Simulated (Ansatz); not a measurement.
A relaxed cell of Ga is given with its symmetry left out. The cell was found from a structure generator's guess, not taken from experiment.

All numbers below come from Ansatz 0.2.0, DFT PBE, scalar-relativistic, plane waves, PAW. Cutoff 420 eV, Γ-centred mesh, Gaussian smearing, no spin polarisation.

```yaml
crystal:
  lattice:
    - [2.71648, 0.00000, 0.00000]
    - [0.00000, 2.71648, 0.00000]
    - [0.00000, 0.00000, 2.71648]
  atoms:
    - { symbol: Ga, position: [0.00000, 0.00000, 0.00000] }
```

Energies count from the standard state of Ga at the same level.

(1) Find its symmetry and describe it.

(2) How far does it lie from the standard state of Ga?

(3) Is it a metal?

Answers

(1) Pm-3m (No. 221), the simple cubic type. Conventional cell: a = 2.716 Å. Around Ga lie 6 Ga at 2.72 Å.

(2) +0.08 eV/atom. It lies above the standard state, so it could only be metastable.

(3) Yes, bands cross the Fermi level on the 20×20×20 mesh.

The last run used a 20×20×20 mesh for its 1-atom cell and Gaussian smearing of 0.10 eV. A structure relaxed within its symmetry needn't be a true minimum.
